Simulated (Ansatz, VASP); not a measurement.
Two plane-wave programs on Ni

INCAR

```
SYSTEM = Ni
  PREC = Accurate
  ENCUT = 520
  EDIFF = 1E-6
  ISMEAR = -1
  SIGMA = 0.1
  LREAL = .False.
  LASPH = .True.
  NELM = 80
  ALGO = Normal
  ISIF = 2
  LWAVE = .False.
  LCHARG = .False.
  GGA = RP
  NBANDS = 11
```

KPOINTS

```
Automatic mesh
0
Gamma
  18 18 18
  0 0 0
```

Contents of POSCAR:

```
Ni
1.0
   -1.3727086404      1.3727086404      1.3727086404
    1.3727086404     -1.3727086404      1.3727086404
    1.3727086404      1.3727086404     -1.3727086404
Ni
1
Direct
    0.0000000000      0.0000000000      0.0000000000
```

Input for Ansatz:

```yaml
crystal:
  lattice:
    - [-1.3727086404, 1.3727086404, 1.3727086404]
    - [1.3727086404, -1.3727086404, 1.3727086404]
    - [1.3727086404, 1.3727086404, -1.3727086404]
  atoms:
    - { symbol: Ni, position: [0.0, 0.0, 0.0] }
hamiltonian:
  xc: rpbe
  pseudopotentials:
    kind: paw
    azcp:
      Ni: "pseudopotentials/Ni.paw.azcp"
basis:
  ecutwfc: 420
  fft_grid_basis: typed
kpoints:
  mp_grid: { grid: [18, 18, 18], shift: [0, 0, 0] }
magnetization:
  spin_polarized: false
scf:
  occupations: { method: fermi_dirac, width: 0.1 }
  lower_state_search: "off"
output:
  stress: true
```

Alike in both runs: task single point; functional RPBE; k mesh 18 × 18 × 18; occupations fermi-dirac, width 0.1 eV; no spin polarisation.

|  | VASP | Ansatz |
| --- | --- | --- |
| version | VASP 6.6.1 | Ansatz 0.2.0 |
| potentials or method | VASP PAW PBE potentials, release 64 (Ni) | plane waves (420 eV) with PAW, scalar-relativistic |
| plane-wave cutoff (eV) | 520 | 420 |
| valence electrons in the cell | 10 | 18 |

|  | VASP | Ansatz | Ansatz less VASP |
| --- | --- | --- | --- |
| pressure (GPa) | 18.0 | 18.0 | +0.03 |

The two sets of potentials don't hold the same shells in valence.

Caveats: so large a pressure means that the cell lies far from this level's equilibrium, or that cutoff or potentials fall short (VASP); the potentials were made for another functional, which shifts forces and pressure (VASP); the run has no spin polarisation, though such a crystal can be magnetic. Spin polarisation is off, so any magnetic state and its effect on volume and gap are missing.
